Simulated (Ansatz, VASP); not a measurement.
One calculation of H, two programs

The input INCAR:

```
SYSTEM = H
PREC = Accurate ; ENCUT = 520
EDIFF = 1E-7 ; ISMEAR = 0
SIGMA = 0.05 ; LREAL = .False.
LASPH = .True. ; NELM = 60
ALGO = Normal ; ISIF = 2
LWAVE = .False. ; LCHARG = .False.
GGA = PE ; NBANDS = 10
```

File KPOINTS:

```
regular mesh
0
Gamma
  9 9 6
  0 0 0
```

POSCAR

```
H
1.0
    3.6481239015      0.0000000000      0.0000000000
   -1.8240619507      3.1593679748      0.0000000000
    0.0000000000      0.0000000000      4.9204950112
H
4
Direct
    0.3333333333      0.6666666667      0.1764958800
    0.6666666667      0.3333333333      0.6764958800
    0.6666666667      0.3333333333      0.8235041200
    0.3333333333      0.6666666667      0.3235041200
```

Input for Ansatz:

```yaml
crystal:
  lattice:
    - [3.6481239015, 0.0, 0.0]
    - [-1.8240619507, 3.1593679748, 0.0]
    - [0.0, 0.0, 4.9204950112]
  atoms:
    - { symbol: H, position: [0.3333333333, 0.6666666667, 0.17649588] }
    - { symbol: H, position: [0.6666666667, 0.3333333333, 0.67649588] }
    - { symbol: H, position: [0.6666666667, 0.3333333333, 0.82350412] }
    - { symbol: H, position: [0.3333333333, 0.6666666667, 0.32350412] }
basis:
  ecutwfc: 420
kpoints:
  mp_grid: { grid: [9, 9, 6] }
hamiltonian:
  xc: pbe
scf:
  occupations: { method: gaussian, width: 0.05 }
output:
  forces: true
  stress: true
  eigenvalues: true
```

Change from the starting cell: strain -0.050 along x and y, -0.025 along z, atoms carried along.

Alike in both runs: task single point; functional PBE; k mesh 9 × 9 × 6; occupations gaussian, width 0.05 eV; no spin polarisation.

|  | VASP | Ansatz |
| --- | --- | --- |
| version | VASP 6.6.1 | Ansatz 0.2.0 |
| potentials or method | VASP PAW PBE potentials, release 64 (H) | scalar-relativistic, plane waves, PAW |
| plane-wave cutoff (eV) | 520 | 420 |
| valence electrons in the cell | 4 | 4 |

|  | VASP | Ansatz | Ansatz less VASP |
| --- | --- | --- | --- |
| gap on the k mesh at the Fermi level (eV) | 9.41 | 9.41 | -0.002 |
| least direct gap on the mesh (eV) | 9.41 | 9.41 | -0.002 |
| pressure (GPa) | 1.3 | 1.5 | +0.19 |
| largest component of the traceless stress (GPa) | 2.74 | 2.81 | +0.075 |
| rms of the force components (eV/Å) | 0.580 | 0.589 | +0.0083 |

Atom by atom the forces differ by 0.008 eV/Å (rms over components). The functional is the same, so the differences come from potentials, cutoffs and numerics.

Caveats: an odd mesh through Γ misses points on the zone boundary, where band edges often lie; forces of over 1 eV/Å show positions far from the minimum, so gaps and moduli don't describe the material at rest.
